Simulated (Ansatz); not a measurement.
# Si (P6_3/mmc) in Ansatz: notebook

Aim: see how the results for Si move with the level of theory and the settings. Levels: PBE, revPBE+D3(BJ), revPBE+D4, revPBE. Tasks: single point, relaxation of cell and atoms.

All numbers are computed with Ansatz 0.2.0; they aren't measurements. Logs are shortened: lines on timing, memory, paths and dates and some standing lists are left out, and cuts for length are marked.

## Step 1: Starting point

It takes space group P6_3/mmc (No. 194, hexagonal). Conventional cell: a = 3.831 Å, b = 3.831 Å, c = 6.333 Å, α = 90.00°, β = 90.00°, γ = 120.00°. Si (site symmetry 3m) has 4 Si at 2.35 to 2.37 Å as nearest neighbours.

This isn't the form of Si at room conditions, which is diamond.

## Step 2: Single point, PBE

input.yaml

```yaml
crystal:
  lattice:
    - [3.8313174605, 0.0, 0.0]
    - [-1.9156587303, 3.3180182508, 0.0]
    - [0.0, 0.0, 6.3326220002]
  atoms:
    - { symbol: Si, position: [0.6666666667, 0.3333333333, 0.9369905] }
    - { symbol: Si, position: [0.3333333333, 0.6666666667, 0.4369905] }
    - { symbol: Si, position: [0.6666666667, 0.3333333333, 0.5630095] }
    - { symbol: Si, position: [0.3333333333, 0.6666666667, 0.0630095] }
hamiltonian:
  xc: pbe
  pseudopotentials: { kind: paw }
kpoints:
  mp_grid: { grid: [8, 8, 4] }
scf:
  occupations: { method: gaussian, width: 0.029 }
output:
  forces: true
  stress: true
  eigenvalues: true
```

Potentials or basis: Ansatz PAW.

The run is started by

```sh
$ ansatz run input.yaml --threads 2 --pin off --max-ram 5632MiB --backend cpu --events-out ev --progress --plain --runs-dir out
```

The program printed:

```text
Warning: RAYON_NUM_THREADS=2 ignored (pool sized by the plan → 2); use --threads N
Engine: ansatz 0.2.0, x86_64-unknown-linux-gnu
Pseudopotentials: kind: paw
Pseudopotential: Si, paw, valence charge 4, recommended cutoff 420 eV (normal), Si.paw.azcp
Functional definition: PBE
  parameter kappa = 0.804
  parameter beta = 0.06672455060314922
  exchange = pbe_x(kappa = kappa, mu = beta*pi^2/3)
  correlation = pbe_c(beta = beta)
Crystal: 4 atoms, lattice volume = 80.503 Å³
Basis set: ecut = 420 eV, 1581 PW (Γ), exchange–correlation on 54×54×90 points (8 copies of the dense FFT grid, shifted against one another)
Bands: 12, of which v1, the nominal top of the filled ones, is band 8 counted from 1 (7 counted from 0)
Symmetry: 24 space group operations
Space group: P63/mmc (ITA 194), of the structure as read, at distance tolerance 4.3e-5 Å
k-points: 30 of 256
Non-local potential: Si, projectors of the file, l = 0: 2, l = 1: 2, l = 2: 2
PAW form: soft (Blöchl's): semilocal exchange-correlation on the pseudo side does not see the compensation charge
PAW one-centre angular grid: Si, 110 points (default); XC on 64 Gauss nodes
Initial density: superposition of atomic densities (neutral atoms: chi_scale 0, normalization atom), corrected by the library's trained network
Initial wavefunctions: pseudopotential atomic-orbital guess
Functional: x = pbe(κ = 0.804, μ = 0.2195149727645171), c = pbe(β = 0.06672455060314922)
SCF iter   1: F=—  HF=-2543.186373 eV  |F-HF|=—  |Δ(HF+E_count)|=         —  Δρ=1.14e-3  dr2=9.27e-4  ethr=1.77e-3  ⟨swp⟩=6.3  Hψ=2630  notcnv=0
preconditioner: auto → none  [insulator: Δε(μ)=0.418 eV  Ē_g=7.867 eV  σ=0.029 eV  W_gap=1.00  n_scr=10 (ndim 8)  ℏωp=16.6 eV  f_vac=0.000  D(μ)=0.00/eV (n_scr^D=0)  ε∞_Penn≈5.4]
SCF iter   2: F=—  HF=-2543.187235 eV  |F-HF|=—  |Δ(HF+E_count)|=   8.61e-4  Δρ=4.92e-4  dr2=1.25e-4  ethr=5.79e-6  ⟨swp⟩=2.1  Hψ=869  notcnv=0
SCF iter   3: F=—  HF=-2543.187471 eV  |F-HF|=—  |Δ(HF+E_count)|=   2.36e-4  Δρ=1.11e-4  dr2=6.01e-6  ethr=7.79e-7  ⟨swp⟩=2.1  Hψ=587  notcnv=0
SCF iter   4: F=—  HF=-2543.187492 eV  |F-HF|=—  |Δ(HF+E_count)|=   2.16e-5  Δρ=7.90e-6  dr2=6.70e-8  ethr=3.76e-8  ⟨swp⟩=2.0  Hψ=593  notcnv=0
iter 5 did not close the SCF: its close was put off for the readings that it lacked (scf_convergence_deferred on its scf_iter line)
SCF iter   5: F=-2543.187492 eV  HF=-2543.187492 eV  |F-HF|=9.59e-9  |Δ(HF+E_count)|=   1.87e-7  Δρ=2.09e-6  dr2=3.61e-9  ethr=4.19e-10  ⟨swp⟩=2.1  Hψ=598  notcnv=0
SCF iter   6: F=-2543.187492 eV  HF=-2543.187492 eV  |F-HF|=7.05e-11  |Δ(HF+E_count)|=   1.12e-8  Δρ=1.93e-7  dr2=2.26e-11  ethr=2.25e-11  ⟨swp⟩=2.0  Hψ=1192  notcnv=0
SCF 1 converged in 6 iterations: F = -2543.187492 eV  dr2 = 2.26e-11
SCF converged after 6 iterations
Free energy (F): -2543.187492 eV
Harris-Foulkes:  -2543.187492 eV  (|F-HF|=7.05e-11)
Internal energy: -2543.187492 eV  (E = F + TS)
E sigma→0 (E₀):  -2543.187492 eV
Fermi energy:    6.637457 eV
--- Per-component energies (eV) ---
  E_band       = 18.027277
  E_kinetic    = 161.369687
  E_local      = -111.391650  (includes V_loc(G=0)·N_el)
  E_nonlocal   = 103.849767
  E_hartree    = 30.539129
  E_xc         = -220.709430
  E_vxc        = -186.925023  (∫ρ·V_xc dr)
  E_paw        = -2051.188266  (= ΣΔE_a)
  E_vpaw       = -9.953765  (= ΣTr[D̂ρ^β])
  E_aug_tail   = 0.000024  (compensation charges beyond the density's cutoff)
  E_ewald      = -455.656753
  E_smearing   = -0.000000  (= −TS)
  E_closure    = 0.000000  (closes the sum)
  Σ components = -2543.187492   (vs F -2543.187492, Δ=0.00e0)
--- Forces (eV/Å), atoms counted from 1 ---
  atom   1  Si    -0.00000000    -0.00000000     0.00754885
  atom   2  Si     0.00000000     0.00000000     0.00754885
  atom   3  Si    -0.00000000    -0.00000000    -0.00754885
  atom   4  Si     0.00000000     0.00000000    -0.00754885
  max |Σ_I F_I| component: 2.78e-17 eV/Å
--- Stress (GPa, compression-positive) ---
        1.443322       0.000000       0.000000
        0.000000       1.443322       0.000000
        0.000000       0.000000       1.433171
  P = ⅓ Tr σ = 1.4399 GPa (14.399 kbar)
--- Band table (eV; the first three rows and the last of 30) ---
  k-point 0: bands = ["-5.7649", "-3.4815", "-0.7853", "4.9114", "4.9114", "6.0782", "6.4294", "6.4294", "7.4584", "8.4301", "8.4301", "8.7698"]
  k-point 1: bands = ["-5.5635", "-4.1002", "0.2119", "4.4900", "5.0668", "5.0668", "6.0898", "6.0898", "7.6611", "8.7428", "8.7428", "8.9721"]
  k-point 2: bands = ["-4.9769", "-4.9769", "2.1968", "2.1968", "5.5031", "5.5031", "5.5031", "5.5031", "8.2354", "8.2354", "9.4076", "9.4076"]
  k-point 29: bands = ["-2.4628", "-2.4628", "-0.8970", "-0.8970", "2.1537", "2.1537", "4.3871", "4.3871", "7.9741", "7.9741", "10.2019", "10.2019"]
```

Wall time 2 s (2 threads of Intel Xeon at 2.50GHz (Skylake/Cascade Lake), shared host); peak memory 0.35 GiB.

What came out:

```yaml
Free_energy: -2543.1875 eV
Pressure: 1.4 GPa
Largest_force: 0.008 eV/Å
Band_gap_on_the_k_mesh: 0.42 eV, indirect (least direct gap 1.03 eV)
```

Forces in eV/Å, atoms in the order of the input:
```
Si   0.000  0.000  0.008
Si   0.000  0.000  0.008
Si   0.000  0.000 -0.008
Si   0.000  0.000 -0.008
```

A k mesh can miss the band edges.

## Step 3: Single point, PBE

input.yaml: that of step 2 with these lines changed.

```diff
@@ -16,3 +16,3 @@
 scf:
-  occupations: { method: gaussian, width: 0.029 }
+  occupations: { method: gaussian, width: 0.03 }
 output:
```

Potentials or basis: Ansatz PAW.

The run is started by

```sh
$ ansatz run input.yaml --threads 2 --pin off --max-ram 5632MiB --backend cpu --events-out ev --progress --plain --runs-dir out
```

Run time: 2.1 s. Hardware: 2 threads of Intel Xeon at 2.50GHz (Skylake/Cascade Lake), shared host; peak memory 0.35 GiB.

The run converged. Its results:

* Free energy: -2543.1875 eV
* Pressure: 1.4 GPa
* Largest force: 0.008 eV/Å
* Band gap on the k mesh: 0.42 eV, indirect (least direct gap 1.03 eV)

Forces in eV/Å, atoms in the order of the input:
```
Si   0.000  0.000  0.008
Si   0.000  0.000  0.008
Si   0.000  0.000 -0.008
Si   0.000  0.000 -0.008
```

Levels at points of the mesh, in eV from the valence-band top:
```
             k point  band 5  band 6  band 7  band 8  band 9  band 10  band 11  band 12
  (0.00, 0.00, 0.00)   -1.52   -0.35    0.00    0.00    1.03     2.00     2.00     2.34
 (0.00, 0.00, -0.50)   -0.93   -0.93   -0.93   -0.93    1.81     1.81     2.98     2.98
 (0.00, -0.50, 0.00)   -4.66   -3.05   -2.98   -1.44    0.42     2.34     2.99     3.11
(0.00, -0.50, -0.50)   -2.45   -2.45   -2.42   -2.42    0.92     0.92     1.66     1.66
```

A k mesh can miss the band edges. A hybrid or GW would open this gap; PBE tends to underestimate it.

## Step 4: Relaxation of cell and atoms, revPBE+D3(BJ)

input.yaml: that of step 3 with these lines changed.

```diff
@@ -11,4 +11,5 @@
 hamiltonian:
-  xc: pbe
+  xc: revpbe
   pseudopotentials: { kind: paw }
+  dispersion: d3bj
 kpoints:
@@ -16,3 +17,3 @@
 scf:
-  occupations: { method: gaussian, width: 0.03 }
+  occupations: { method: fermi_dirac, width: 0.05 }
 output:
@@ -21 +22,5 @@
   eigenvalues: true
+relax:
+  f_tol: 0.01
+  max_steps: 40
+  cell: { stress_tol: 0.05 }
```

Potentials or basis: Ansatz PAW.

The run is started by

```sh
$ ansatz run input.yaml --threads 2 --pin off --max-ram 5632MiB --backend cpu --events-out ev --progress --plain --runs-dir out
```

The program printed:

```text
Warning: RAYON_NUM_THREADS=2 ignored (pool sized by the plan → 2); use --threads N
Engine: ansatz 0.2.0, x86_64-unknown-linux-gnu
Pseudopotentials: kind: paw
Pseudopotential: Si, paw, valence charge 4, recommended cutoff 420 eV (normal), Si.paw.azcp
Functional definition: revPBE
  parameter kappa = 1.245
  parameter beta = 0.06672455060314922
  exchange = pbe_x(kappa = kappa, mu = beta*pi^2/3)
  correlation = pbe_c(beta = beta)
Crystal: 4 atoms, lattice volume = 80.503 Å³
Basis set: ecut = 420 eV, 1581 PW (Γ), exchange–correlation on 54×54×90 points (8 copies of the dense FFT grid, shifted against one another)
Bands: 12, of which v1, the nominal top of the filled ones, is band 8 counted from 1 (7 counted from 0)
Symmetry: 24 space group operations
[... 84 lines left out ...]
  atom   1  Si    -0.00000000    -0.00000000     0.00111072
  atom   2  Si    -0.00000000     0.00000000     0.00111072
  atom   3  Si     0.00000000    -0.00000000    -0.00111072
  atom   4  Si     0.00000000     0.00000000    -0.00111072
  max |Σ_I F_I| component: 5.55e-17 eV/Å
--- Stress (GPa, compression-positive) ---
        0.007441       0.000000       0.000000
        0.000000       0.007441       0.000000
        0.000000       0.000000      -0.027527
  P = ⅓ Tr σ = -0.0042 GPa (-0.042 kbar)
--- Band table (eV; the first three rows and the last of 30) ---
  k-point 0: bands = ["-5.5998", "-3.2562", "-0.5702", "5.2247", "5.2247", "6.3956", "6.7839", "6.7839", "7.9401", "8.7710", "8.7710", "9.1517"]
  k-point 1: bands = ["-5.3943", "-3.8963", "0.4548", "4.8080", "5.3836", "5.3836", "6.4330", "6.4330", "8.1423", "9.0880", "9.0880", "9.3950"]
  k-point 2: bands = ["-4.7949", "-4.7949", "2.4800", "2.4800", "5.8303", "5.8303", "5.8303", "5.8303", "8.7102", "8.7102", "9.7607", "9.7607"]
  k-point 29: bands = ["-2.2092", "-2.2092", "-0.6368", "-0.6368", "2.3853", "2.3853", "4.6732", "4.6732", "8.3476", "8.3476", "10.5612", "10.5612"]
--- Relaxed structure (4 steps of the walk, 4 accepted, 1 SCFs on fresh bases) ---
  F+E_penalty+E_count = -2554.52569377 eV   max|allowed force component| = 1.111e-3 eV/Å   (the final SCF, on the basis selected at the relaxed cell)
  cell:  # Å, volume = 78.4543 Å³
    - [3.79694887745294, 2.860842374617103e-11, 0.0]
    - [-1.8984744387512456, 3.288254184730749, 0.0]
    - [0.0, 0.0, 6.283715387302981]
  atoms:
    - { symbol: Si, position: [0.6666666666666664, 0.33333333333333326, 0.9368129331170135] }
    - { symbol: Si, position: [0.33333333333333326, 0.6666666666666665, 0.4368129331170138] }
    - { symbol: Si, position: [0.6666666666666664, 0.33333333333333326, 0.563187066882986] }
    - { symbol: Si, position: [0.33333333333333326, 0.6666666666666665, 0.06318706688298613] }
```

It took 9.2 s on 2 threads of Intel Xeon at 2.50GHz (Skylake/Cascade Lake), shared host; peak memory 0.38 GiB.

Results:

```
Free energy                            : -2554.5257 eV
Relaxed volume                         : 19.61 Å³/atom
Relaxed cell                           : a = 3.797 Å, b = 3.797 Å, c = 6.284 Å, α = 90.00°, β = 90.00°, γ = 120.00°
Space group after relaxing (to 0.05 Å) : P6_3/mmc (No. 194)
Energy gained by relaxing              : 3.7 meV/atom
Ionic steps                            : 5
Pressure after relaxing                : 0.0 GPa
Band gap on the k mesh                 : 0.40 eV, indirect (least direct gap 1.16 eV)
```

The path:
```csv
step,energy change (eV),largest force (eV/Å),volume (Å³)
1,0.0000,0.0029,80.50
2,-0.0140,0.0054,78.98
3,-0.0151,0.0029,78.42
4,-0.0151,0.0011,78.45
5,-0.0149,0.0011,78.45
```

Final structure:
```yaml
crystal:
  lattice:
    - [3.79695, 0.00000, 0.00000]
    - [-1.89847, 3.28825, 0.00000]
    - [0.00000, 0.00000, 6.28372]
  atoms:
    - { symbol: Si, position: [0.66667, 0.33333, 0.93681] }
    - { symbol: Si, position: [0.33333, 0.66667, 0.43681] }
    - { symbol: Si, position: [0.66667, 0.33333, 0.56319] }
    - { symbol: Si, position: [0.33333, 0.66667, 0.06319] }
```

Caveat: the plane-wave basis is chosen anew once the cell has moved, so the energies of steps on either side of that aren't comparable; the PAW data sets come from PBE, with cores solved anew for the run's functional, which leaves a small shift of forces and pressure.

## Step 5: Relaxation of cell and atoms, revPBE+D4

input.yaml: that of step 4 with these lines changed.

```diff
@@ -13,3 +13,3 @@
   pseudopotentials: { kind: paw }
-  dispersion: d3bj
+  dispersion: d4
 kpoints:
```

The run is started by

```sh
$ ansatz run input.yaml --threads 2 --pin off --max-ram 5632MiB --backend cpu --events-out ev --progress --plain --runs-dir out
```

Wall time 8.3 s (2 threads of Intel Xeon at 2.50GHz (Skylake/Cascade Lake), shared host); peak memory 0.38 GiB.

It converged, with:

* Free energy: -2554.4222 eV
* Relaxed volume: 19.61 Å³/atom
* Relaxed cell: a = 3.798 Å, b = 3.798 Å, c = 6.281 Å, α = 90.00°, β = 90.00°, γ = 120.00°
* Space group after relaxing (to 0.05 Å): P6_3/mmc (No. 194)
* Energy gained by relaxing: 3.8 meV/atom
* Ionic steps: 4
* Pressure after relaxing: 0.0 GPa
* Band gap on the k mesh: 0.40 eV, indirect (least direct gap 1.15 eV)

Step by step:
```
step  energy change (eV)  largest force (eV/Å)  volume (Å³)
   1              0.0000                0.0011        80.50
   2             -0.0146                0.0033        78.93
   3             -0.0155                0.0006        78.45
   4             -0.0152                0.0006        78.45
```

Final structure:
```
CELL_PARAMETERS angstrom
3.79761 0.00000 0.00000
-1.89880 3.28882 0.00000
0.00000 0.00000 6.28080
ATOMIC_POSITIONS crystal
Si 0.66667 0.33333 0.93688
Si 0.33333 0.66667 0.43688
Si 0.66667 0.33333 0.56312
Si 0.33333 0.66667 0.06312
```

Levels at points of the mesh, in eV from the valence-band top:
```
             k point  band 4  band 5  band 6  band 7  band 8  band 9  band 10  band 11  band 12
  (0.00, 0.00, 0.00)   -1.56   -1.56   -0.38    0.00    0.00    1.15     1.99     1.99     2.38
 (0.00, 0.00, -0.50)   -4.30   -0.96   -0.96   -0.96   -0.96    1.92     1.92     2.98     2.98
 (0.00, -0.50, 0.00)   -6.04   -4.79   -3.14   -3.08   -1.48    0.40     2.41     2.99     3.09
(0.00, -0.50, -0.50)   -7.36   -2.52   -2.52   -2.49   -2.49    0.96     0.96     1.63     1.63
```

Caveat: the plane-wave basis is chosen anew once the cell has moved, so the energies of steps on either side of that aren't comparable; the PAW data sets come from PBE, with cores solved anew for the run's functional, which leaves a small shift of forces and pressure. A k mesh can miss the band edges.

## Step 6: Relaxation of cell and atoms, revPBE

input.yaml: that of step 5 with these lines changed.

```diff
@@ -13,3 +13,2 @@
   pseudopotentials: { kind: paw }
-  dispersion: d4
 kpoints:
@@ -22,2 +21,6 @@
   eigenvalues: true
+  write_density: true
+  write_potential: true
+  elf: true
+  volumetric_format: npy
 relax:
```

Potentials or basis: Ansatz PAW.

The run is started by

```sh
$ ansatz run input.yaml --threads 2 --pin off --max-ram 5632MiB --backend cpu --events-out ev --progress --plain --runs-dir out
```

Wall time 12 s (2 threads of Intel Xeon at 2.50GHz (Skylake/Cascade Lake), shared host); peak memory 0.37 GiB.

It converged, with:

* Free energy: -2552.0887 eV
* Relaxed volume: 20.71 Å³/atom
* Relaxed cell: a = 3.870 Å, b = 3.870 Å, c = 6.388 Å, α = 90.00°, β = 90.00°, γ = 120.00°
* Space group after relaxing (to 0.05 Å): P6_3/mmc (No. 194)
* Energy gained by relaxing: 4.7 meV/atom
* Ionic steps: 6
* Pressure after relaxing: 0.0 GPa
* Band gap on the k mesh: 0.52 eV, indirect (least direct gap 1.00 eV)

Forces in eV/Å, atoms in the order of the input:
```
Si   0.000  0.000 -0.003
Si   0.000  0.000 -0.003
Si   0.000  0.000  0.003
Si   0.000  0.000  0.003
```

Step by step:
| step | energy change (eV) | largest force (eV/Å) | volume (Å³) |
| --- | --- | --- | --- |
| 1 | 0.0000 | 0.0057 | 80.50 |
| 2 | -0.0175 | 0.0074 | 82.30 |
| 3 | -0.0184 | 0.0045 | 82.81 |
| 4 | -0.0187 | 0.0045 | 82.81 |
| 5 | -0.0187 | 0.0028 | 82.85 |
| 6 | -0.0187 | 0.0028 | 82.85 |

Final structure:
```xyz
4
Lattice="3.8699 0.0000 0.0000 -1.9350 3.3514 0.0000 0.0000 0.0000 6.3880" Properties=species:S:1:pos:R:3 pbc="T T T"
Si    1.9350    1.1171    5.9867
Si    0.0000    2.2343    2.7928
Si    1.9350    1.1171    3.5952
Si    0.0000    2.2343    0.4012
```

Levels at points of the mesh, in eV from the valence-band top:
```
             k point  band 5  band 6  band 7  band 8  band 9  band 10  band 11  band 12
  (0.00, 0.00, 0.00)   -1.48   -0.31    0.00    0.00    1.00     2.03     2.03     2.33
 (0.00, 0.00, -0.50)   -0.90   -0.90   -0.90   -0.90    1.77     1.77     2.99     2.99
 (0.00, -0.50, 0.00)   -4.51   -2.97   -2.85   -1.40    0.52     2.35     3.09     3.16
(0.00, -0.50, -0.50)   -2.38   -2.38   -2.35   -2.35    0.98     0.98     1.75     1.75
```

Caveat: the plane-wave basis is chosen anew once the cell has moved, so the energies of steps on either side of that aren't comparable; the PAW data sets come from PBE, with cores solved anew for the run's functional, which leaves a small shift of forces and pressure. As with any semilocal functional, this revPBE gap is likely too small.

## Step 7: The runs side by side

```tsv
task	level	cell	smearing	gap on the mesh (eV)	pressure (GPa)	relaxed volume (Å³/atom)	largest force (eV/Å)
single point	PBE	as given	gaussian 0.029 eV	0.42	1.4	-	0.01
single point	PBE	as given	gaussian 0.03 eV	0.42	1.4	-	0.01
relaxation of cell and atoms	revPBE+D3(BJ)	relaxed	fermi-dirac 0.05 eV	0.40	0.0	19.61	-
relaxation of cell and atoms	revPBE+D4	relaxed	fermi-dirac 0.05 eV	0.40	0.0	19.61	-
relaxation of cell and atoms	revPBE	relaxed	fermi-dirac 0.05 eV	0.52	0.0	20.71	-
```

Alike in all rows: potentials or basis Ansatz PAW; no spin polarisation; k mesh 8 × 8 × 4; cutoff (eV) 420.

Caveats: the plane-wave basis is chosen anew once the cell has moved, so the energies of steps on either side of that aren't comparable (some runs); the PAW data sets come from PBE, with cores solved anew for the run's functional, which leaves a small shift of forces and pressure (some runs).

Absolute energies hang on the potentials; compare differences alone.
